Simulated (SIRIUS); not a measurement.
# B: relaxation of cell and atoms with PBE+D4

Crystal: B.

```
CELL_PARAMETERS angstrom
3.43931 0.00000 0.00000
0.00000 3.43931 0.00000
0.00000 0.00000 3.43931
ATOMIC_POSITIONS crystal
B 0.25000 0.50000 0.00000
B 0.75000 0.50000 0.00000
B 0.00000 0.25000 0.50000
B 0.00000 0.75000 0.50000
B 0.50000 0.00000 0.25000
B 0.50000 0.00000 0.75000
```

The cell was built by a generator and needn't be a form met in nature.

```
Program                                     : SIRIUS 7.10.0
Task                                        : relaxation of cell and atoms
Functional                                  : PBE
Dispersion                                  : D4
Potentials or basis                         : PseudoDojo 0.4.1 PBE standard (scalar relativistic)
Cutoff                                      : 1054 eV
Density cutoff                              : 4214 eV
k mesh                                      : 4 × 4 × 4
Occupations                                 : fermi-dirac, width 0.05 eV
Spin                                        : no spin polarisation
Libxc names                                 : ["XC_GGA_X_PBE", "XC_GGA_C_PBE"]
Energy tol                                  : 1e-08 Ha
Density tol                                 : 1e-06
Mixer                                       : anderson
Mixing beta                                 : 0.7
Max scf                                     : 100
Radial cutoff for the potentials' integrals : 6.5 bohr
Optimizer                                   : BFGS
Fmax                                        : 0.02 eV/Å
Max steps                                   : 30
Target pressure                             : 0 GPa
```

The relaxed volume is 6.48 Å³/atom. The relaxed cell is a = 3.388 Å, b = 3.388 Å, c = 3.388 Å, α = 90.00°, β = 90.00°, γ = 90.00°. The space group after relaxing (to 0.05 Å) is Pm-3n (No. 223) and the energy gained by relaxing is 9.2 meV/atom. The ionic steps are 3. The pressure after relaxing is 0.2 GPa, the band gap on the k mesh is none (metal or under the smearing width) and the dispersion energy per atom is -0.253 eV.

Step by step:
```tsv
step	energy change (eV)	largest force (eV/Å)	pressure (GPa)	volume (Å³)
1	0.0000	0.0000	-9.77	40.68
2	-0.0070	0.0000	-9.16	40.56
3	-0.0549	0.0000	0.16	38.88
```

Final structure:
```yaml
crystal:
  lattice:
    - [3.38775, 0.00000, 0.00000]
    - [0.00000, 3.38775, 0.00000]
    - [0.00000, 0.00000, 3.38775]
  atoms:
    - { symbol: B, position: [0.25000, 0.50000, 0.00000] }
    - { symbol: B, position: [0.75000, 0.50000, 0.00000] }
    - { symbol: B, position: [0.00000, 0.25000, 0.50000] }
    - { symbol: B, position: [0.00000, 0.75000, 0.50000] }
    - { symbol: B, position: [0.50000, 0.00000, 0.25000] }
    - { symbol: B, position: [0.50000, 0.00000, 0.75000] }
```

Wall time 48 s on 1 thread of Arm Neoverse V2, with other jobs on the host, peak memory 0.22 GiB.

Caveat: the k mesh is coarse (spacing up to 0.46 Å⁻¹), so the values aren't converged; pairwise dispersion overbinds metals, which lowers pressure and volume.
